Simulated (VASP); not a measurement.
# Ru (P6_3/mmc) in VASP: settings compared, part 2 of 2

VASP 6.6.1. The steps go on from the part before.

### 4 Relaxation of cell and atoms, LDA

This run uses another cell than the first one, of 13.12 Å³/atom, 0.941 times its volume.

File INCAR:

```
ALGO = Normal
EDIFF = 1E-7
EDIFFG = -0.005
ENCUT = 600
GGA = CA
IBRION = 2
ISIF = 3
ISMEAR = 1
KPAR = 2
LASPH = T
LCHARG = F
LREAL = F
LWAVE = F
NELM = 80
NSW = 90
PREC = Accurate
SIGMA = 0.1
```

File KPOINTS:

```
k-points
0
Gamma
  15 15 9
```

File POSCAR:

```
Ru                                      
1.0
    2.6752210180     -0.0000000000     -0.0000000000
   -1.3376105090      2.3168093624      0.0000000000
   -0.0000000000      0.0000000000      4.2341956417
  Ru            
     2
Direct
     0.3333333332999970    0.6666666667000030    0.2500000000000000
     0.6666666667000030    0.3333333332999970    0.7500000000000000
```

On the command line:

```
$ cat potpaw_LDA.64/Ru_pv/POTCAR > POTCAR
$ mpirun -np 2 vasp_std > vasp.out
```

Run time: 48 s. Hardware: 2 MPI ranks of Intel Xeon Platinum 8488C (Sapphire Rapids), shared host; peak memory 0.18 GiB.

The run converged. Its results:

- Free energy: -21.3950 eV
- Relaxed volume: 13.12 Å³/atom
- Relaxed cell: a = 2.675 Å, b = 2.675 Å, c = 4.235 Å, α = 90.00°, β = 90.00°, γ = 120.00°
- Space group after relaxing (to 0.05 Å): P6_3/mmc (No. 194)
- Energy gained by relaxing: 0.0 meV/atom
- Ionic steps: 4
- Pressure after relaxing: 0.0 GPa
- Band gap on the k mesh: none (metal or under the smearing width)

Final structure:
```
Ru
1.0
     2.67454    0.00000    0.00000
    -1.33727    2.31622    0.00000
     0.00000    0.00000    4.23509
Ru
2
Direct
  0.33333 0.66667 0.25000
  0.66667 0.33333 0.75000
```

Levels at points of the mesh, in eV from the Fermi level:
```
           k point  band 10  band 11  band 12  band 13  band 14  band 15  band 16  band 17  band 18
(0.00, 0.00, 0.00)    -2.73    -2.55    -2.01    -2.01    -1.44    -1.44     1.28     1.28     1.35
```

### 5 Relaxation of cell and atoms, PBEsol

This run uses another cell than the first one, of 13.57 Å³/atom, 0.973 times its volume.

File INCAR:

```
PREC = Accurate ; ENCUT = 600
EDIFF = 1E-6 ; ISMEAR = 1
SIGMA = 0.1 ; LREAL = False
LASPH = True ; NELM = 80
ALGO = Normal ; ISIF = 3
LWAVE = False ; LCHARG = False
GGA = PS ; IBRION = 2
NSW = 90 ; EDIFFG = -0.01
KPAR = 4
```

File KPOINTS:

```
regular mesh
0
Gamma
  15 15 9
```

File POSCAR:

```
Ru
1.0
    2.7058000000      0.0000000000      0.0000000000
   -1.3529000000      2.3432915376      0.0000000000
    0.0000000000      0.0000000000      4.2819000000
Ru
2
Direct
    0.3333333333      0.6666666667      0.2500000000
    0.6666666667      0.3333333333      0.7500000000
```

Potentials or basis: VASP PAW PBE potentials, release 64 (Ru_pv).

On the command line:

```
$ cat potpaw_PBE.64/Ru_pv/POTCAR > POTCAR
$ mpirun -np 4 vasp_std > vasp.out
```

OUTCAR:

```text
PREC = Accurate
   ENCUT = 600
   EDIFF = 1E-6
   ISMEAR = 1
   LREAL = False
   LASPH = True
   NELM = 80
   ISIF = 3
   GGA = PS
   IBRION = 2
   NSW = 90
   EDIFFG = -0.01

 ion  position               nearest neighbor table
   1  0.333  0.667  0.250-   2 2.65   2 2.65   2 2.65   2 2.65   2 2.65   2 2.65
   2  0.667  0.333  0.750-   1 2.65   1 2.65   1 2.65   1 2.65   1 2.65   1 2.65

  LATTYP: Found a hexagonal cell.
 ALAT       =     2.7058000000
 C/A-ratio  =     1.5824894671

  Lattice vectors:

 A1 = (   2.7058000000,   0.0000000000,   0.0000000000)
 A2 = (  -1.3529000000,   2.3432915376,   0.0000000000)
 A3 = (   0.0000000000,   0.0000000000,   4.2819000000)

Analysis of symmetry for initial positions (statically):
=====================================================================
 Subroutine PRICEL returns:
 Original cell was already a primitive cell.

 Routine SETGRP: Setting up the symmetry group for a
 hexagonal supercell.

 Subroutine GETGRP returns: Found 24 space group operations
 (whereof 12 operations were pure point group operations)
 out of a pool of 24 trial point group operations.

The static configuration has the point symmetry D_3d.
 The point group associated with its full space group is D_6h.

Analysis of symmetry for dynamics (positions and initial velocities):
=====================================================================
 Subroutine PRICEL returns:
 Original cell was already a primitive cell.

 Routine SETGRP: Setting up the symmetry group for a
 hexagonal supercell.

 Subroutine GETGRP returns: Found 24 space group operations
 (whereof 12 operations were pure point group operations)
 out of a pool of 24 trial point group operations.

The dynamic configuration has the point symmetry D_3d.
[... 123 lines left out ...]
  Thomas-Fermi vector in A             =   2.742361
   LORBIT       =      0    0 simple, 1 ext, 2 COOP (PROOUT), +10 PAW based schemes
   GGA     = PS    functional components
   LHFCALC =     F    Hartree Fock is set to
   AEXX    =    0.0000 exact exchange contribution
   IVDW    =     0    specifies the selected vdW correction
   LEPSILON=     F    determine dielectric tensor
   LRPA    =     F    only Hartree local field effects (RPA)
 conjugate gradient relaxation of ions
 non-spin polarized calculation
 Methfessel and Paxton  Order N= 1 SIGMA  =   0.10
  energy-cutoff  :      600.00
  volume of cell :       27.15
 maximum number of plane-waves:       935
 NGX is ok and might be reduce to    24
   NGX = 11   NGY = 11   NGZ = 17

--------------------------------------- Ionic step        1  -------------------------------------------

 number of electron      28.0000002 magnetization

 Free energy of the ion-electron system (eV)
  ---------------------------------------------------
  ext. energy  EPLUGINS =         0.00000000
  ---------------------------------------------------
  free energy    TOTEN  =       -20.33689471 eV

  energy without entropy =      -20.33567395  energy(sigma->0) =      -20.33648779

------------------------ aborting loop because EDIFF is reached ----------------------------------------

  FORCE on cell =-STRESS in cart. coord.  units (eV):
  Direction    XX          YY          ZZ          XY          YZ          ZX
  --------------------------------------------------------------------------------------
  -------------------------------------------------------------------------------------
  Total       -1.0904992     -1.0904992     -1.1243837      0.0000000      0.0000000     -0.0000000
  in kB      -64.3542743    -64.3542743    -66.3539192      0.0000000      0.0000000     -0.0000000
  external PRESSURE =     -65.0208226 kB  Pullay stress =       0.0000000 kB
[... 203 lines left out ...]
--------------------------------------- Ionic step        7  -------------------------------------------

 number of electron      27.9999996 magnetization

 Free energy of the ion-electron system (eV)
  ---------------------------------------------------
  ext. energy  EPLUGINS =         0.00000000
  ---------------------------------------------------
  free energy    TOTEN  =       -20.34771112 eV

  energy without entropy =      -20.34647280  energy(sigma->0) =      -20.34729835

 E-fermi :  13.0333     XC(G=0): -14.4015

 val. band max:       13.0285050033   @ k =   0.2667   0.2000   0.2222
 cond. band min:      13.0354418934   @ k =   0.2667   0.0000   0.3333
 fundamental gap:      0.0069368901
 Fermi energy:        13.0333044069

 k-point     1 :       0.0000    0.0000    0.0000
  band No.  band energies     occupation
      1     -30.6204      2.00000
      2     -29.6256      2.00000
      3     -29.6256      2.00000
      4     -29.4444      2.00000
      5     -29.4444      2.00000
      6     -29.3954      2.00000
[... 481 lines left out ...]
      5     -29.7742      2.00000
      6     -29.7536      2.00000
[... 10 lines left out ...]
     17      18.5055      0.00000
     18      19.9827      0.00000

 [... further k-points ...]
[... 5 lines left out ...]
  --------------------------------------------------------------------------------------
  -------------------------------------------------------------------------------------
  Total       -0.0128895     -0.0128895      0.0048982      0.0000000      0.0000000      0.0000000
  in kB       -0.7754304     -0.7754304      0.2946727      0.0000000      0.0000000      0.0000000
  external PRESSURE =      -0.4187294 kB  Pullay stress =       0.0000000 kB
[... 17 lines left out ...]
  FREE ENERGIE OF THE ION-ELECTRON SYSTEM (eV)
  ---------------------------------------------------
  free  energy   TOTEN  =       -20.3477111173 eV

  energy  without entropy=      -20.3464728042  energy(sigma->0) =      -20.34729835

 reached required accuracy - stopping structural energy minimisation
```

CONTCAR:

```text
Ru
   1.00000000000000
     2.6882645203097888   -0.0000000000000000   -0.0000000000000000
    -1.3441322601548944    2.3281053667199521   -0.0000000000000000
     0.0000000000000000   -0.0000000000000000    4.2552987587608575
  Ru
     2
Direct
     0.3333333332999970    0.6666666667000030    0.2500000000000000
     0.6666666667000030    0.3333333332999970    0.7500000000000000

  0.00000000E+00  0.00000000E+00  0.00000000E+00
  0.00000000E+00  0.00000000E+00  0.00000000E+00
```

Run time: 29 s. Hardware: 4 MPI ranks of Intel Xeon 6975P-C (Granite Rapids), shared host; peak memory 0.2 GiB.

Results:

```
Free energy                            : -20.3477 eV
Relaxed volume                         : 13.32 Å³/atom
Relaxed cell                           : a = 2.688 Å, b = 2.688 Å, c = 4.255 Å, α = 90.00°, β = 90.00°, γ = 120.00°
Space group after relaxing (to 0.05 Å) : P6_3/mmc (No. 194)
Energy gained by relaxing              : 5.4 meV/atom
Ionic steps                            : 7
Pressure after relaxing                : 0.0 GPa
Band gap on the k mesh                 : none (metal or under the smearing width)
```

Stress tensor (GPa, compression positive):
```
-0.08  0.00  0.00
 0.00 -0.08  0.00
 0.00  0.00  0.03
```

The path:
| step | energy change (eV) | largest force (eV/Å) | pressure (GPa) | volume (Å³) |
| --- | --- | --- | --- | --- |
| 1 | 0.0000 | 0.0000 | -6.50 | 27.15 |
| 2 | 0.1056 | 0.0000 | 25.00 | 25.04 |
| 3 | -0.0108 | 0.0000 | -0.16 | 26.64 |
| 4 | -0.0108 | 0.0000 | -0.02 | 26.63 |
| 5 | -0.0108 | 0.0000 | 0.12 | 26.62 |
| 6 | -0.0108 | 0.0000 | -0.38 | 26.65 |
| 7 | -0.0108 | 0.0000 | -0.04 | 26.63 |

Final structure:
```
CELL_PARAMETERS angstrom
2.68826 0.00000 0.00000
-1.34413 2.32811 0.00000
0.00000 0.00000 4.25530
ATOMIC_POSITIONS crystal
Ru 0.33333 0.66667 0.25000
Ru 0.66667 0.33333 0.75000
```

Levels at points of the mesh, in eV from the Fermi level:
```
           k point  band 12  band 13  band 14  band 15  band 16  band 17
(0.00, 0.00, 0.00)    -1.96    -1.96    -1.41    -1.41     1.25     1.25
```

Caveat: the PAW data sets were made with another functional, which shifts forces and pressure a little.

### 6 Relaxation of cell and atoms, PBEsol

This run uses another cell than the first one, of 13.32 Å³/atom, 0.955 times its volume.

File INCAR:

```
PREC = Accurate ; ENCUT = 600
EDIFF = 1E-7 ; ISMEAR = 1
SIGMA = 0.1 ; LREAL = False
LASPH = True ; NELM = 80
ALGO = Normal ; ISIF = 3
LWAVE = False ; LCHARG = False
GGA = PS ; IBRION = 2
NSW = 90 ; EDIFFG = -0.005
KPAR = 4
```

KPOINTS is that of step 5.

File POSCAR:

```
Ru                                      
1.0
    2.6882645203     -0.0000000000     -0.0000000000
   -1.3441322602      2.3281053667     -0.0000000000
    0.0000000000     -0.0000000000      4.2552987588
  Ru            
     2
Direct
     0.3333333332999970    0.6666666667000030    0.2500000000000000
     0.6666666667000030    0.3333333332999970    0.7500000000000000
```

Potentials or basis: VASP PAW PBE potentials, release 64 (Ru_pv).

On the command line:

```
$ cat potpaw_PBE.64/Ru_pv/POTCAR > POTCAR
$ mpirun -np 4 vasp_std > vasp.out
```

Run time: 17 s. Hardware: 4 MPI ranks of Intel Xeon 6975P-C (Granite Rapids), shared host; peak memory 0.2 GiB.

Results (log left out):

- Free energy: -20.3471 eV
- Relaxed volume: 13.31 Å³/atom
- Relaxed cell: a = 2.688 Å, b = 2.688 Å, c = 4.255 Å, α = 90.00°, β = 90.00°, γ = 120.00°
- Space group after relaxing (to 0.05 Å): P6_3/mmc (No. 194)
- Energy gained by relaxing: 0.0 meV/atom
- Ionic steps: 3
- Pressure after relaxing: 0.0 GPa
- Band gap on the k mesh: none (metal or under the smearing width)

Final structure:
```yaml
crystal:
  lattice:
    - [2.68790, 0.00000, 0.00000]
    - [-1.34395, 2.32779, 0.00000]
    - [0.00000, 0.00000, 4.25521]
  atoms:
    - { symbol: Ru, position: [0.33333, 0.66667, 0.25000] }
    - { symbol: Ru, position: [0.66667, 0.33333, 0.75000] }
```

Levels at points of the mesh, in eV from the Fermi level:
| k point | band 10 | band 11 | band 12 | band 13 | band 14 | band 15 | band 16 | band 17 | band 18 |
| --- | --- | --- | --- | --- | --- | --- | --- | --- | --- |
| (0.00, 0.00, 0.00) | -2.67 | -2.48 | -1.96 | -1.96 | -1.40 | -1.40 | 1.25 | 1.25 | 1.28 |

Caveat: the PAW data sets were made with another functional, which shifts forces and pressure a little.

### 7 The runs side by side

```csv
level,potentials or basis,gap on the mesh (eV),pressure (GPa),relaxed volume (Å³/atom)
RPBE,"VASP PAW PBE potentials, release 64 (Ru_pv)",none,0.0,13.95
LDA,"VASP PAW LDA potentials, release 64 (Ru_pv)",none,0.0,13.12
PBEsol,"VASP PAW PBE potentials, release 64 (Ru_pv)",none,0.0,13.31
```

Alike in all rows: task relaxation of cell and atoms; no spin polarisation; cell relaxed; k mesh 15 × 15 × 9; cutoff (eV) 600; smearing methfessel-paxton 0.1 eV.

Caveats: the PAW data sets were made with another functional, which shifts forces and pressure a little (some runs).

Absolute energies hang on the potentials; compare differences alone.
